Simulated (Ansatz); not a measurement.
Here is an Ansatz 0.2.0 calculation.

File input.yaml:

```yaml
crystal:
  lattice:
    - [3.5243661424, 0.0, 0.0]
    - [-1.7621830712, 3.0521906115, 0.0]
    - [0.0, 0.0, 35.1166731675]
  atoms:
    - { symbol: Pb, position: [0.33333333, 0.66666666, 0.2135737621] }
    - { symbol: Pb, position: [0.0, 0.0, 0.2954098301] }
    - { symbol: Pb, position: [0.66666667, 0.33333334, 0.377245898] }
    - { symbol: Pb, position: [0.0, 0.0, 0.459081966] }
    - { symbol: Pb, position: [0.33333333, 0.66666666, 0.540918034] }
    - { symbol: Pb, position: [0.0, 0.0, 0.622754102] }
    - { symbol: Pb, position: [0.66666667, 0.33333334, 0.7045901699] }
    - { symbol: Pb, position: [0.0, 0.0, 0.7864262379] }
hamiltonian:
  xc: pbe
  pseudopotentials: { kind: paw }
kpoints:
  mp_grid: { grid: [9, 9, 1] }
scf:
  occupations: { method: fermi_dirac, width: 0.05 }
output:
  forces: true
  eigenvalues: true
  write_density: true
  write_potential: true
  elf: true
  volumetric_format: npy
relax:
  f_tol: 0.02
  max_steps: 40
  constraints: [{ sites: [0, 1, 2, 3] }]
efield:
  axis: 3
  dipole_correction: true
  ramp_width: 0.04
```

Potentials or basis: Ansatz PAW.

Run with:

```console
$ ansatz run input.yaml --threads 4 --pin off --max-ram 11264MiB --backend cpu --events-out ev --progress --plain --runs-dir out
```

(1) Estimate the energy gained by relaxing.

(2) Estimate the dipole across the slab.

(3) Predict the work function of the upper face.

(4) Predict the band gap on the k mesh.

Answers

(1) 4.7 meV/atom.

(2) -0.002 e·Å.

(3) 3.84 eV.

(4) none (metal or under the smearing width).
